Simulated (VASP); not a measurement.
Input of a VASP 6.6.1 run:

The input INCAR:

```
PREC = Accurate
ENCUT = 520
EDIFF = 1E-6
ISMEAR = -1
SIGMA = 0.05
LREAL = False
LASPH = True
NELM = 100
ALGO = Normal
ISIF = 2
LWAVE = False
LCHARG = False
ISPIN = 2
MAGMOM = 7 0
LORBIT = 11
LMAXMIX = 6
METAGGA = R2SCAN
LMIXTAU = True
NBANDS = 22
```

KPOINTS

```
regular mesh
0
Gamma
  8 8 8
```

POSCAR

```
EuS
1.0
    0.0000000000      2.9785000000      2.9785000000
    2.9785000000      0.0000000000      2.9785000000
    2.9785000000      2.9785000000      0.0000000000
Eu S
1 1
Direct
    0.0000000000      0.0000000000      0.0000000000
    0.5000000000      0.5000000000      0.5000000000
```

The input KPOINTS_OPT:

```
path GXWKGLUWLK,UX
20
line-mode
reciprocal
 0.0000000000  0.0000000000  0.0000000000  G
 0.5000000000  0.0000000000  0.5000000000  X

 0.5000000000  0.0000000000  0.5000000000  X
 0.5000000000  0.2500000000  0.7500000000  W

 0.5000000000  0.2500000000  0.7500000000  W
 0.3750000000  0.3750000000  0.7500000000  K

 0.3750000000  0.3750000000  0.7500000000  K
 0.0000000000  0.0000000000  0.0000000000  G

 0.0000000000  0.0000000000  0.0000000000  G
 0.5000000000  0.5000000000  0.5000000000  L

 0.5000000000  0.5000000000  0.5000000000  L
 0.6250000000  0.2500000000  0.6250000000  U

 0.6250000000  0.2500000000  0.6250000000  U
 0.5000000000  0.2500000000  0.7500000000  W

 0.5000000000  0.2500000000  0.7500000000  W
 0.5000000000  0.5000000000  0.5000000000  L

 0.5000000000  0.5000000000  0.5000000000  L
 0.3750000000  0.3750000000  0.7500000000  K

 0.6250000000  0.2500000000  0.6250000000  U
 0.5000000000  0.0000000000  0.5000000000  X
```

Potentials or basis: VASP PAW PBE potentials, release 64 (Eu, S).

Command:

```sh
$ cat potpaw_PBE.64/Eu/POTCAR potpaw_PBE.64/S/POTCAR > POTCAR
$ mpirun -np 1 vasp_std > vasp.out
```

Estimate the pressure.

-2.6 GPa.

What does it give for the site moments?

Eu +6.53; S -0.08 μB.

What does it give for the net moment?

6.99 μB per cell.

Caveat: the PAW data sets were made with another functional, which shifts forces and pressure a little; spin-orbit coupling is left out, which moves the levels of the heavy elements; a cell with one magnetic atom can't hold antiferromagnetic order, which such compounds often take; without U or exact exchange the open f shell lies at the Fermi level, which spoils levels, moments and volumes. The state reached can hang on the start; a lower one may exist.

**Experimental background.**

From “Crystal-field mediated electronic transitions of EuS up to 35 GPa”, 2022, pmc:8786971, for a powder of EuS at 300 K: band gap 1.72 eV (optical).

A measured gap of EuS is 1.72 eV (optical; 300 K; powder; “Crystal-field mediated electronic transitions of EuS up to 35 GPa”, 2022, pmc:8786971); the calculated 0.00 eV misses it by -1.72 eV. So large a miss can be the level of theory's own, or it may mean another phase, state or a wrong row. Spin-orbit coupling on Eu is left out. The value is that of r2SCAN, without temperature or zero-point motion. The run's magnetic order (collinear spin, ferromagnetic start) needn't be the measured crystal's.
